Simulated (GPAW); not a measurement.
The system is In.

```
In
1.0
     3.33548    0.00000    0.00000
    -1.66774    2.88861    0.00000
     0.00000    0.00000    5.50914
In
2
Direct
  0.66667 0.33333 0.75000
  0.33333 0.66667 0.25000
```

This isn't the form of In at room conditions, which is tetragonal.

- Program: GPAW 26.7.0
- Task: relaxation of cell and atoms
- Functional: PBEsol
- Potentials or basis: PAW data sets generated in the run's folder for this functional
- Cutoff: 600 eV
- Basis: pw
- k mesh: 8 × 8 × 4
- Occupations: fermi-dirac, width 0.05 eV
- Spin: no spin polarisation

At the start: pressure -1.6 GPa; volume 26.54 Å³/atom.

**Question.** How do energy, volume and symmetry change on relaxing?

**Answer.** Over 10 steps the energy falls by 26.4 meV/atom and the volume is 25.82 Å³/atom (-2.7 %); space group P6_3/mmc (No. 194, to 0.05 Å).

Step by step:
| step | energy change (eV) | largest force (eV/Å) | pressure (GPa) | volume (Å³) |
| --- | --- | --- | --- | --- |
| 1 | 0.0000 | 0.0000 | -1.64 | 53.08 |
| 2 | -0.0034 | 0.0000 | -1.44 | 52.77 |
| 3 | -0.0204 | 0.0000 | 1.08 | 49.73 |
| 4 | -0.0225 | 0.0000 | 0.42 | 50.40 |
| 5 | -0.0246 | 0.0000 | 0.24 | 50.61 |
| 6 | -0.0388 | 0.0000 | -0.09 | 51.32 |
| 7 | 0.0095 | 0.0001 | 0.60 | 52.25 |
| 8 | -0.0526 | 0.0000 | -0.08 | 51.81 |
| 9 | -0.0525 | 0.0000 | -0.01 | 51.60 |
| 10 | -0.0527 | 0.0000 | -0.01 | 51.65 |

Final structure:
```xyz
2
Lattice="3.2056 0.0000 0.0000 -1.6028 2.7761 0.0000 0.0000 0.0000 5.8035" Properties=species:S:1:pos:R:3 pbc="T T T"
In    1.6028    0.9254    4.3526
In    0.0000    1.8507    1.4509
```

Caveat: later steps reuse the first step's grids.
